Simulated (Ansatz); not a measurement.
# Mn3Si (Fm-3m) in Ansatz: notebook

The runs below take Mn3Si through relaxation of cell and atoms, with PBEsol.

Program: Ansatz 0.2.0. These are calculated values, not measurements. Logs are shortened: lines on timing, memory, paths and dates and some standing lists are left out, and cuts for length are marked.

**1. Starting point**

It takes space group Fm-3m (No. 225, cubic). Conventional cell: a = 5.722 Å, b = 5.722 Å, c = 5.722 Å, α = 90.00°, β = 90.00°, γ = 90.00°. Mn (site symmetry -43m) is surrounded by 4 Mn at 2.48 Å and 4 Si at 2.48 Å. Mn (site symmetry m-3m) is surrounded by 8 Mn at 2.48 Å. Si (site symmetry m-3m) has 8 Mn at 2.48 Å as nearest neighbours.

**2. Relaxation of cell and atoms, PBEsol, collinear spin, ferromagnetic start, target pressure 10 GPa, at which the enthalpy is minimised**

File input.yaml:

```yaml
crystal:
  lattice:
    - [0.0, 2.861, 2.861]
    - [2.861, 0.0, 2.861]
    - [2.861, 2.861, 0.0]
  atoms:
    - { symbol: Mn, position: [0.75, 0.75, 0.75], spin: 4.0 }
    - { symbol: Mn, position: [0.25, 0.25, 0.25], spin: 4.0 }
    - { symbol: Mn, position: [0.5, 0.5, 0.5], spin: 4.0 }
    - { symbol: Si, position: [0.0, 0.0, 0.0] }
hamiltonian:
  xc: pbesol
  pseudopotentials: { kind: paw }
magnetization:
  spin_polarized: true
kpoints:
  mp_grid: { grid: [8, 8, 8] }
scf:
  occupations: { method: fermi_dirac, width: 0.05 }
output:
  forces: true
  stress: true
  eigenvalues: true
relax:
  f_tol: 0.01
  max_steps: 40
  cell: { stress_tol: 0.05, p_target: 10.0 }
```

Potentials or basis: Ansatz PAW.

Run with:

```console
$ ansatz run input.yaml --threads 2 --pin off --max-ram 5632MiB --backend cpu --events-out ev --progress --plain --runs-dir out
```

The program printed:

```text
Warning: RAYON_NUM_THREADS=2 ignored (pool sized by the plan → 2); use --threads N
Engine: ansatz 0.2.0, x86_64-unknown-linux-gnu
Pseudopotentials: kind: paw
Pseudopotential: Mn, paw, valence charge 15, recommended cutoff 420 eV (normal), Mn.paw.azcp
Pseudopotential: Si, paw, valence charge 4, recommended cutoff 420 eV (normal), Si.paw.azcp
Functional definition: PBEsol
  exchange = pbesol_x
  correlation = pbesol_c
Crystal: 4 atoms, lattice volume = 46.836 Å³
Basis set: ecut = 420 eV, 941 PW (Γ), exchange–correlation on 60×60×60 points (8 copies of the dense FFT grid, shifted against one another)
Bands: 37, of which v1, the nominal top of the filled ones, is band 25 counted from 1 (24 counted from 0)
Symmetry: 48 space group operations
Space group: Fm-3m (ITA 225), of the structure as read, at distance tolerance 3.6e-5 Å
Magnetic group: BNS 225.116 (UNI 1618), of the structure as read, at distance tolerance 3.6e-5 Å
k-points: 29 of 512
Non-local potential: Mn, projectors of the file, l = 0: 3, l = 1: 2, l = 2: 3, l = 3: 1
Non-local potential: Si, projectors of the file, l = 0: 2, l = 1: 2, l = 2: 2
PAW form: soft (Blöchl's): semilocal exchange-correlation on the pseudo side does not see the compensation charge
PAW frozen core: Mn, regenerated for the run's functional, and the local potential with it (the file was generated under x = pbe(κ = 0.804, μ = 0.2195149727645171), c = pbe(β = 0.06672455060314922))
PAW frozen core: Si, regenerated for the run's functional, and the local potential with it (the file was generated under x = pbe(κ = 0.804, μ = 0.2195149727645171), c = pbe(β = 0.06672455060314922))
PAW one-centre angular grid: Mn, 590 points (default); XC on 64 Gauss nodes
PAW one-centre angular grid: Si, 110 points (default); XC on 64 Gauss nodes
Initial density: superposition of atomic densities (chi_scale 0.1, normalization cell)
Starting moments: Σ|m| = 12 μB on 3 of 4 sites
Initial wavefunctions: pseudopotential atomic-orbital guess
Functional: x = pbesol(κ = 0.804, μ = 0.12345679012345678), c = pbesol(β = 0.046)
SCF iter   1: F=—  HF=-12224.032122 eV  |F-HF|=—  |Δ(HF+E_count)|=         —  Δρ=9.81e-2 (↑9.81e-2 ↓3.96e-2)  dr2=2.25e0  dr2_m=1.77e0  M=9.145 μB ∫|m|=9.463 μB  β_m=0.30  ethr=3.10e-3  ⟨swp⟩=5.5  Hψ=7756  notcnv=0
Mixer restart at iter 1: flushing history
preconditioner: auto → Kerker (q_TF=auto, 2.749 Å⁻¹)  [metal: Δε(μ)=0.014 eV  Ē_g=8.487 eV  σ=0.050 eV  W_gap=0.07  n_scr=14 (ndim 8)  ℏωp=27.1 eV  f_vac=0.000  D(μ)=3.93/eV (n_scr^D=58)]
spin=Collinear: Kerker preconditioning applied to the charge; magnetization (m = ρ↑ − ρ↓) channel mixes plain (no charge-response kernel on spin).
SCF iter   2: F=—  HF=-12224.036489 eV  |F-HF|=—  |Δ(HF+E_count)|=   4.37e-3  Δρ=5.22e-2 (↑5.22e-2 ↓3.97e-2)  dr2=3.05e-1  dr2_m=8.46e-1  M=9.005 μB ∫|m|=9.348 μB  β_m=0.48  ethr=3.10e-3  ⟨swp⟩=2.5  Hψ=3539  notcnv=0  defer=149
SCF iter   3: F=—  HF=-12226.387581 eV  |F-HF|=—  |Δ(HF+E_count)|=    2.35e0  Δρ=4.06e-2 (↑3.19e-2 ↓4.06e-2)  dr2=1.96e-1  dr2_m=5.46e-1  M=8.194 μB ∫|m|=8.595 μB  β_m=0.74  ethr=6.22e-4  ⟨swp⟩=2.6  Hψ=3208  notcnv=0  defer=150
SCF iter   4: F=—  HF=-12231.860729 eV  |F-HF|=—  |Δ(HF+E_count)|=         —  Δρ=2.15e-1 (↑2.15e-1 ↓1.74e-1)  dr2=7.26e-1  dr2_m=1.61e1  M=2.829 μB ∫|m|=3.039 μB  β_m=1.00  ethr=4.01e-4  ⟨swp⟩=3.3  Hψ=3585  notcnv=0  defer=149
Mixer restart at iter 4: flushing history
SCF iter   5: F=—  HF=-12229.357945 eV  |F-HF|=—  |Δ(HF+E_count)|=    2.50e0  Δρ=4.67e-2 (↑3.31e-2 ↓4.67e-2)  dr2=2.19e0  dr2_m=3.97e-2  M=2.812 μB ∫|m|=2.934 μB  β_m=0.74  ethr=1.02e-4  ⟨swp⟩=3.5  Hψ=5637  notcnv=0  defer=160
SCF iter   6: F=—  HF=-12229.409035 eV  |F-HF|=—  |Δ(HF+E_count)|=   5.11e-2  Δρ=6.51e-2 (↑6.51e-2 ↓1.81e-2)  dr2=9.03e-1  dr2_m=6.24e-1  M=2.046 μB ∫|m|=2.203 μB  β_m=0.60  ethr=1.02e-4  ⟨swp⟩=4.0  Hψ=5858  notcnv=0  defer=159
SCF iter   7: F=—  HF=-12229.054613 eV  |F-HF|=—  |Δ(HF+E_count)|=   3.54e-1  Δρ=4.24e-2 (↑3.75e-2 ↓4.24e-2)  dr2=3.18e-2  dr2_m=6.84e-1  M=1.798 μB ∫|m|=2.493 μB  β_m=0.80  ethr=1.02e-4  ⟨swp⟩=3.0  Hψ=5076  notcnv=0  defer=164
SCF iter   8: F=—  HF=-12229.078974 eV  |F-HF|=—  |Δ(HF+E_count)|=   2.44e-2  Δρ=4.28e-2 (↑4.10e-2 ↓4.28e-2)  dr2=1.74e-2  dr2_m=7.52e-1  M=1.623 μB ∫|m|=2.805 μB  β_m=0.20  ethr=6.50e-5  ⟨swp⟩=2.0  Hψ=2911  notcnv=0  defer=164
SCF iter   9: F=-12229.024139 eV  HF=-12229.133094 eV  |F-HF|=1.09e-1  |Δ(HF+E_count)|=   5.41e-2  Δρ=4.67e-2 (↑4.67e-2 ↓4.60e-2)  dr2=4.16e-3  dr2_m=9.21e-1  M=1.274 μB ∫|m|=3.483 μB  β_m=0.17  ethr=3.55e-5  ⟨swp⟩=2.0  Hψ=3083  notcnv=0  defer=164
SCF iter  10: F=-12229.047878 eV  HF=-12229.136113 eV  |F-HF|=8.82e-2  |Δ(HF+E_count)|=         —  Δρ=4.25e-2 (↑4.25e-2 ↓4.06e-2)  dr2=2.68e-3  dr2_m=7.41e-1  M=1.104 μB ∫|m|=3.883 μB  β_m=0.90  ethr=8.48e-6  ⟨swp⟩=2.0  Hψ=3597  notcnv=0  defer=166
Mixer restart at iter 10: flushing history
SCF iter  11: F=—  HF=-12229.079285 eV  |F-HF|=—  |Δ(HF+E_count)|=   5.68e-2  Δρ=1.75e-2 (↑1.52e-2 ↓1.75e-2)  dr2=3.79e-3  dr2_m=1.14e-1  M=1.023 μB ∫|m|=4.269 μB  β_m=0.95  ethr=5.46e-6  ⟨swp⟩=2.4  Hψ=4260  notcnv=0  defer=166
[... 98 lines left out ...]
SCF iter   7: F=—  HF=-12229.218552 eV  |F-HF|=—  |Δ(HF+E_count)|=   3.38e-7  Δρ=7.50e-6 (↑7.50e-6 ↓7.49e-6)  dr2=9.73e-8  dr2_m=5.87e-10  M=1.272 μB ∫|m|=2.719 μB  β_m=0.74  ethr=7.12e-11  ⟨swp⟩=2.2  Hψ=3579  notcnv=0
SCF iter   8: F=—  HF=-12229.218553 eV  |F-HF|=—  |Δ(HF+E_count)|=   2.32e-7  Δρ=1.11e-6 (↑7.12e-7 ↓1.11e-6)  dr2=1.27e-9  dr2_m=2.74e-11  M=1.272 μB ∫|m|=2.719 μB  β_m=0.87  ethr=7.12e-11  ⟨swp⟩=2.0  Hψ=3538  notcnv=0
SCF iter   9: F=—  HF=-12229.218553 eV  |F-HF|=—  |Δ(HF+E_count)|=   3.86e-9  Δρ=3.61e-7 (↑1.64e-7 ↓3.61e-7)  dr2=9.18e-11  dr2_m=6.54e-12  M=1.272 μB ∫|m|=2.719 μB  β_m=0.93  ethr=2.60e-12  ⟨swp⟩=2.5  Hψ=3456  notcnv=0
SCF iter  10: F=—  HF=-12229.218553 eV  |F-HF|=—  |Δ(HF+E_count)|=  1.47e-10  Δρ=1.64e-7 (↑1.15e-7 ↓1.64e-7)  dr2=3.16e-12  dr2_m=6.78e-12  M=1.272 μB ∫|m|=2.719 μB  β_m=0.97  ethr=1.00e-12  ⟨swp⟩=2.2  Hψ=2509  notcnv=0
SCF iter  11: F=-12229.218553 eV  HF=-12229.218553 eV  |F-HF|=5.46e-12  |Δ(HF+E_count)|=  3.64e-12  Δρ=7.92e-8 (↑3.13e-8 ↓7.92e-8)  dr2=4.16e-12  dr2_m=5.50e-13  M=1.272 μB ∫|m|=2.719 μB  ethr=1.00e-12  ⟨swp⟩=2.9  Hψ=6268  notcnv=0
the starting moments were not kept: 2 of 3 ended reversed and 1 kept their direction, counting a site from 0.1 μB. The largest reversed, site 1 (counted from 0, in the order of the report's site_moments_mub), started with +4.0 μB and closes at -3.3e-1 μB in its sphere.
SCF 6 converged in 11 iterations: F = -12229.218553 eV  dr2 = 4.16e-12
relax step   6: F+E_penalty+E_count = -12229.21855269 eV  Δ(F+E_penalty+E_count) = +1.185e-3 eV  max|allowed force component| = 3.701e-17 eV/Å  Δτ_max = 0.0000 Å  P = +9.985 GPa  Ω = 41.320 Å³  stress off target by 1.47e-2 GPa  SCF on the basis re-selected at this cell (its energy is not comparable with the rows above)  (11 SCF iters)
basis re-selected at this cell: Δ(F+E_penalty+E_count) = +1.185e-3 eV, ΔP = -0.010 GPa vs the last step (what re-selecting the basis moved, of the pressure what is left beyond the Pulay correction that the steps carried, after the strain that the cell walked since its last selection, with what the two solves' SCF thresholds leave and, on support functions, any second-order correction that the steps lacked; it is no measure of the basis error at this ecutwfc). The dense FFT grid was sized anew with the basis: this SCF ran on 27×27×27 points, the steps before it on 30×30×30, so part of this shift can come from that change (see relax.cell in the input reference). This SCF's stress stands 1.47e-2 GPa from its target on what of the cell is left free (relax.cell.stress_tol is 5.00e-2 GPa) and its largest allowed force component is 3.70e-17 eV/Å (relax.f_tol is 1.00e-2 eV/Å): within both
an SCF from ferrimagnetic starting moments (4.00, -4.00, 4.00, 0.00 Bohr magnetons, atom by atom) was not made, so that it is not known whether that order lies lower: the deck asks for what bars it, or types moments that do (magnetization.spin_polarized, in the input reference, names some of the keys), or the run goes by scf.lower_state_search: light, the default, which as a rule tries one only behind a close that has lost an order of both signs, or on which an open d or half-filled 4f shell of a PAW file has lost a moment that was set nearer to Hund's than to what is left; or, under a Hubbard U, one that names an f shell that the input leaves bare beside given moments, or a larger moment for a shell of low spin that is given one. standard, with a start from the atoms, tries one behind each close (in a relaxation, ahead of its steps or at their end). To set out from that order, type those moments (crystal.atoms[].spin; where shells were raised to Hund's moment, beside crystal.symmetry.detect: false) under scf.lower_state_search: light. The bands of the close that named these starting moments, or of the one ahead of a search that led to it (under cold or Methfessel-Paxton smearing those of the Gaussian ahead of it) read a cost of +43.92 meV for the turn to them, carried on from a small turn (+43.92 by the pairs of d shells alone)
SCF converged after 11 iterations
Magnetization: 1.2720 μB (25.1360 up, 23.8640 down)
Absolute magnetization: 2.7195 μB (∫|ρ↑−ρ↓|, with the PAW one-centre terms)
Spin contamination: 0.5642 ħ² per cell (⟨S²⟩ above its minimum at these occupations)
Per-site moments (μB) at R_I (Å): [(-0.3334105668835828, 0.9802353027410409), (-0.3334105668835828, 0.980235302741041), (1.8622681995758035, 0.980235302741041), (0.022016520139371082, 0.9802353027410409)]
Free energy (F): -12229.218553 eV
Harris-Foulkes:  -12229.218553 eV  (|F-HF|=5.46e-12)
Internal energy: -12229.181185 eV  (E = F + TS)
E sigma→0 (E₀):  -12229.199869 eV
Entropy (-TS):   -0.037367 eV (-9.342 meV/atom)
Fermi energy:    19.689119 eV
--- Per-component energies (eV) ---
  E_band       = -444.867758
  E_kinetic    = 981.775856
  E_local      = -5364.165263  (includes V_loc(G=0)·N_el)
  E_nonlocal   = 743.608864
  E_hartree    = 2288.974959
  E_xc         = -405.396530
  E_vxc        = -498.171428  (∫ρ·V_xc dr)
  E_paw        = -4303.787503  (= ΣΔE_a)
  E_vpaw       = -885.865665  (= ΣTr[D̂ρ^β])
  E_aug_tail   = -0.000024  (compensation charges beyond the density's cutoff)
  E_ewald      = -6170.732056
  E_core_change = 0.540512  (= ΣΔE_core)
  E_smearing   = -0.037367  (= −TS)
  E_closure    = -0.000000  (closes the sum)
  Σ components = -12229.218553   (vs F -12229.218553, Δ=0.00e0)
--- Forces (eV/Å), atoms counted from 1 ---
  atom   1  Mn    -0.00000000     0.00000000     0.00000000
  atom   2  Mn     0.00000000    -0.00000000    -0.00000000
  atom   3  Mn     0.00000000    -0.00000000    -0.00000000
  atom   4  Si    -0.00000000     0.00000000    -0.00000000
  max |Σ_I F_I| component: 3.70e-17 eV/Å
--- Stress (GPa, compression-positive) ---
        9.985329       0.000000      -0.000000
        0.000000       9.985329       0.000000
       -0.000000       0.000000       9.985329
  P = ⅓ Tr σ = 9.9853 GPa (99.853 kbar)
--- Band table (eV; the first three rows and the last of 58) ---
  k-point 0 ↑: bands = ["-60.3383", "-58.7678", "-58.7289", "-29.2510", "-29.2510", "-29.2510", "-27.7533", "-27.7533", "-27.7533", "-27.5906", "-27.5906", "-27.5906", "7.9831", "15.2281", "15.2281", "15.4801", "15.4801", "15.4801", "16.9997", "16.9997", "16.9997", "19.7812", "19.7812", "20.3255", "20.3255", "20.3255", "21.0894", "21.0894", "24.4786", "25.0935", "25.0935", "25.0935", "26.3746", "26.3746", "26.3746", "30.2278", "30.2278"]
[... 3 lines left out ...]
--- Relaxed structure (5 steps of the walk, 5 accepted, 1 SCFs on fresh bases) ---
  F+E_penalty+E_count = -12229.21855269 eV   max|allowed force component| = 3.701e-17 eV/Å   (the final SCF, on the basis selected at the relaxed cell)
  cell:  # Å, volume = 41.3197 Å³
    - [6.528447576847665e-35, 2.743947228638615, 2.743947228638615]
    - [2.743947228638615, -4.315143406328473e-34, 2.743947228638615]
    - [2.743947228638615, 2.743947228638615, -1.9107645123358464e-34]
  atoms:
    - { symbol: Mn, position: [0.75, 0.75, 0.75] }
    - { symbol: Mn, position: [0.25, 0.25, 0.25] }
    - { symbol: Mn, position: [0.5, 0.5, 0.5] }
    - { symbol: Si, position: [1.7554213319619703e-33, -1.5807639352805478e-33, -1.0381876263249797e-33] }
```

It took 25 s on 2 threads of AMD EPYC 7R43 (Zen 3), shared host; peak memory 0.46 GiB.

Results:

- Free energy: -12229.2186 eV
- Relaxed volume: 10.33 Å³/atom
- Relaxed cell: a = 3.881 Å, b = 3.881 Å, c = 3.881 Å, α = 60.00°, β = 60.00°, γ = 60.00°
- Space group after relaxing (to 0.05 Å): Fm-3m (No. 225)
- Energy change on relaxing (the enthalpy is what falls): -36.9 meV/atom
- Ionic steps: 6
- Pressure after relaxing: 10.0 GPa
- Band gap on the k mesh: none (metal or under the smearing width)
- Net moment: 1.27 μB per cell
- Absolute moment: 2.72 μB per cell
- Site moments: Mn -0.33, +1.86; Si +0.02 μB

The path:
```tsv
step	energy change (eV)	largest force (eV/Å)	volume (Å³)
1	0.0000	0.0000	46.84
2	-0.1997	0.0000	42.80
3	-0.1304	0.0000	41.05
4	-0.1505	0.0000	41.35
5	-0.1488	0.0000	41.32
6	-0.1477	0.0000	41.32
```

Final structure:
```
CELL_PARAMETERS angstrom
0.00000 2.74395 2.74395
2.74395 0.00000 2.74395
2.74395 2.74395 0.00000
ATOMIC_POSITIONS crystal
Mn 0.75000 0.75000 0.75000
Mn 0.25000 0.25000 0.25000
Mn 0.50000 0.50000 0.50000
Si 0.00000 0.00000 0.00000
```

Caveat: the plane-wave basis is chosen anew once the cell has moved, so the energies of steps on either side of that aren't comparable; the PAW data sets come from PBE, with cores solved anew for the run's functional, which leaves a small shift of forces and pressure; the starting moments weren't kept.

**3. Relaxation of cell and atoms, PBEsol, collinear spin, ferromagnetic start, target pressure 20 GPa, at which the enthalpy is minimised**

Edit input.yaml of step 2 so:

```diff
@@ -26,2 +26,2 @@
   max_steps: 40
-  cell: { stress_tol: 0.05, p_target: 10.0 }
+  cell: { stress_tol: 0.05, p_target: 20.0 }
```

Potentials or basis: Ansatz PAW.

Run with:

```console
$ ansatz run input.yaml --threads 2 --pin off --max-ram 5632MiB --backend cpu --events-out ev --progress --plain --runs-dir out
```

Wall time 23 s (2 threads of AMD EPYC 7R43 (Zen 3), shared host); peak memory 0.46 GiB.

It converged, with:

| Property | Result |
| --- | --- |
| Free energy | -12229.0950 eV |
| Relaxed volume | 10.00 Å³/atom |
| Relaxed cell | a = 3.838 Å, b = 3.838 Å, c = 3.838 Å, α = 60.00°, β = 60.00°, γ = 60.00° |
| Space group after relaxing (to 0.05 Å) | Fm-3m (No. 225) |
| Energy change on relaxing (the enthalpy is what falls) | -6.0 meV/atom |
| Ionic steps | 6 |
| Pressure after relaxing | 20.0 GPa |
| Band gap on the k mesh | none (metal or under the smearing width) |
| Net moment | 1.44 μB per cell |
| Absolute moment | 2.17 μB per cell |
| Site moments | Mn -0.16, +1.68; Si +0.02 μB |

Step by step:
```csv
step,energy change (eV),largest force (eV/Å),volume (Å³)
1,0.0000,0.0000,46.84
2,-0.1481,0.0000,41.31
3,0.0365,0.0000,39.53
4,-0.0293,0.0000,40.01
5,-0.0256,0.0000,39.98
6,-0.0241,0.0000,39.98
```

Final structure:
```
Mn Si
1.0
     0.00000    2.71401    2.71401
     2.71401    0.00000    2.71401
     2.71401    2.71401    0.00000
Mn Si
3 1
Direct
  0.75000 0.75000 0.75000
  0.25000 0.25000 0.25000
  0.50000 0.50000 0.50000
  0.00000 0.00000 0.00000
```

Levels at points of the mesh, in eV from the Fermi level:
Spin up:
```
             k point  band 22  band 23  band 24  band 25  band 26  band 27  band 28  band 29
  (0.00, 0.00, 0.00)     0.12     0.12     0.56     0.56     0.56     1.39     1.39     5.16
 (0.00, 0.00, -0.50)    -0.93    -0.93    -0.84    -0.02    -0.02     0.67     0.67     1.02
(0.00, -0.50, -0.50)    -2.25    -0.56    -0.43    -0.43     0.34     0.57     0.96     0.96
```
Spin down:
```csv
k point,band 22,band 23,band 24,band 25,band 26,band 27
"(0.00, 0.00, 0.00)",0.43,0.43,0.43,1.30,1.30,1.66
"(0.00, 0.00, -0.50)",-1.07,-1.07,-0.96,1.06,1.06,1.54
"(0.00, -0.50, -0.50)",-0.51,-0.51,-0.25,0.36,0.94,1.23
```

Caveat: the plane-wave basis is chosen anew once the cell has moved, so the energies of steps on either side of that aren't comparable; the PAW data sets come from PBE, with cores solved anew for the run's functional, which leaves a small shift of forces and pressure; the starting moments weren't kept.

**4. Relaxation of cell and atoms, PBEsol, collinear spin, ferromagnetic start, target pressure 30 GPa, at which the enthalpy is minimised**

Edit input.yaml of step 3 so:

```diff
@@ -23,2 +23,6 @@
   eigenvalues: true
+  write_density: true
+  write_potential: true
+  elf: true
+  volumetric_format: npy
 relax:
@@ -26,2 +30,2 @@
   max_steps: 40
-  cell: { stress_tol: 0.05, p_target: 20.0 }
+  cell: { stress_tol: 0.05, p_target: 30.0 }
```

Run with:

```console
$ ansatz run input.yaml --threads 2 --pin off --max-ram 5632MiB --backend cpu --events-out ev --progress --plain --runs-dir out
```

Run time: 24 s. Hardware: 2 threads of AMD EPYC 7R43 (Zen 3), shared host; peak memory 0.45 GiB.

Results (log left out):

- Free energy: -12228.9199 eV
- Relaxed volume: 9.71 Å³/atom
- Relaxed cell: a = 3.802 Å, b = 3.802 Å, c = 3.802 Å, α = 60.00°, β = 60.00°, γ = 60.00°
- Space group after relaxing (to 0.05 Å): Fm-3m (No. 225)
- Energy change on relaxing (the enthalpy is what falls): +37.7 meV/atom
- Ionic steps: 6
- Pressure after relaxing: 30.0 GPa
- Band gap on the k mesh: none (metal or under the smearing width)
- Net moment: 1.54 μB per cell
- Absolute moment: 1.75 μB per cell
- Site moments: Mn -0.03, +1.52; Si +0.01 μB

Step by step:
```tsv
step	energy change (eV)	largest force (eV/Å)	volume (Å³)
1	0.0000	0.0000	46.84
2	-0.0642	0.0000	40.32
3	0.2664	0.0000	38.28
4	0.1463	0.0000	38.87
5	0.1492	0.0000	38.85
6	0.1510	0.0000	38.85
```

Final structure:
```cif
data_structure
_symmetry_space_group_name_H-M 'P 1'
_symmetry_Int_Tables_number 1
_cell_length_a 3.8018
_cell_length_b 3.8018
_cell_length_c 3.8018
_cell_angle_alpha 60.000
_cell_angle_beta 60.000
_cell_angle_gamma 60.000
_cell_volume 38.85
loop_
_atom_site_label
_atom_site_type_symbol
_atom_site_fract_x
_atom_site_fract_y
_atom_site_fract_z
_atom_site_occupancy
Mn1 Mn 0.75000 0.75000 0.75000 1
Mn2 Mn 0.25000 0.25000 0.25000 1
Mn3 Mn 0.50000 0.50000 0.50000 1
Si1 Si 0.00000 0.00000 0.00000 1
```

Levels at points of the mesh, in eV from the Fermi level:
Spin up:
| k point | band 23 | band 24 | band 25 | band 26 | band 27 | band 28 |
| --- | --- | --- | --- | --- | --- | --- |
| (0.00, 0.00, 0.00) | 0.15 | 0.49 | 0.49 | 0.49 | 1.39 | 1.39 |
| (0.00, 0.00, -0.50) | -1.05 | -0.93 | 0.02 | 0.02 | 0.67 | 0.67 |
| (0.00, -0.50, -0.50) | -0.49 | -0.49 | -0.49 | 0.35 | 0.50 | 0.96 |
Spin down:
```csv
k point,band 22,band 23,band 24,band 25,band 26,band 27
"(0.00, 0.00, 0.00)",0.50,0.50,0.50,1.40,1.40,1.61
"(0.00, 0.00, -0.50)",-1.07,-1.07,-0.94,1.08,1.08,1.49
"(0.00, -0.50, -0.50)",-0.47,-0.47,-0.44,0.45,0.93,1.33
```

Caveat: the volume moved by over 15 % at a fixed basis, so the end points are rough; the plane-wave basis is chosen anew once the cell has moved, so the energies of steps on either side of that aren't comparable; the PAW data sets come from PBE, with cores solved anew for the run's functional, which leaves a small shift of forces and pressure; the starting moments weren't kept.

**5. The runs side by side**

| cell | target pressure (GPa) | gap on the mesh (eV) | pressure (GPa) | moment (μB) |
| --- | --- | --- | --- | --- |
| relaxed to 10 GPa | 10 | none | 10.0 | 1.27 |
| relaxed to 20 GPa | 20 | none | 20.0 | 1.44 |
| relaxed to 30 GPa | 30 | none | 30.0 | 1.54 |

Alike in all rows: task relaxation of cell and atoms; level PBEsol; potentials or basis Ansatz PAW; spin collinear, ferromagnetic start; k mesh 8 × 8 × 8; cutoff (eV) 420; smearing fermi-dirac 0.05 eV.

Caveats: the plane-wave basis is chosen anew once the cell has moved, so the energies of steps on either side of that aren't comparable; the PAW data sets come from PBE, with cores solved anew for the run's functional, which leaves a small shift of forces and pressure; the starting moments weren't kept; the volume moved by over 15 % at a fixed basis, so the end points are rough (some runs).

Absolute energies hang on the potentials; compare differences alone.
